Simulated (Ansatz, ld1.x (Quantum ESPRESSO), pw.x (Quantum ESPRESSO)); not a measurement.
## From atom to crystal: RRKJ potential for Mg (Z = 12)

| Property | Result |
| --- | --- |
| Element | Mg |
| Generator | ld1.x (Quantum ESPRESSO) 7.5 |
| Type | norm-conserving RRKJ (Kleinman–Bylander form) |
| Functional | PBE |
| Relativity | scalar-relativistic |
| Frozen core | [Ne] |
| Valence charge | 2 |
| Reference configuration | 3s1.5 3p0 (charge +0.5) |
| Partial waves | 3p (bound, empty): rc 2.20 bohr; 3d channel at -0.15 Ry: rc 2.55 bohr; 3s (bound): rc 2.75 bohr |
| Local potential | the s channel |
| Core correction | a·sin(br)/r model core inside 1.20 bohr |

Crystal test: bcc Mg in pw.x 7.5, no spin, 13³ k-points, Fermi–Dirac smearing 0.01 Ry, cutoffs 50/200 Ry. The reference is all-electron LAPW (Ansatz 0.2.0) with the same functional, mesh and smearing; V0 and B0 come from Birch–Murnaghan fits to the pressures at five volumes. Errors are pseudo minus all-electron; Δ is the rms difference of the E(V) curves that follow from these fits, minima aligned, over ±6 % about the mean V0. Mesh and smearing are coarse, so the numbers serve the comparison and aren't converged zero-temperature values; the lattice is a test structure that the element need not adopt.

All-electron: a0 = 3.583 Å (V0 = 22.99 Å³/atom), B0 = 34.7 GPa.

Task: How far does the potential miss the all-electron equation of state?

Result: mean pressure error (GPa): -1.13; a0 (Å): 3.544; a0 error (%): -1.08; B0 error (%): +6.2; Δ (meV/atom): 5.7. This is a poor potential for the solid.

| V (Å³/atom) | P all-electron (GPa) | P pseudo (GPa) |
| --- | --- | --- |
| 21.727 | 2.20 | 0.94 |
| 22.298 | 1.13 | -0.08 |
| 22.870 | 0.19 | -0.94 |
| 23.442 | -0.65 | -1.70 |
| 24.014 | -1.38 | -2.37 |

Task: At the middle volume, how do free energy and pressure move when the wave cutoff is lowered (ecutrho kept at four times it)?

Result:

```tsv
cutoff (Ry)	shift of F (meV/atom)	shift of P (GPa)
22	+16.4	-0.17
30	+8.2	-0.08
40	+4.0	-0.15
```

The run at the middle volume (84 k-points, 6 iterations) took about 7.6 s on one core of a shared host (Neoverse-V1, 32 threads, 247 GiB, load 20).
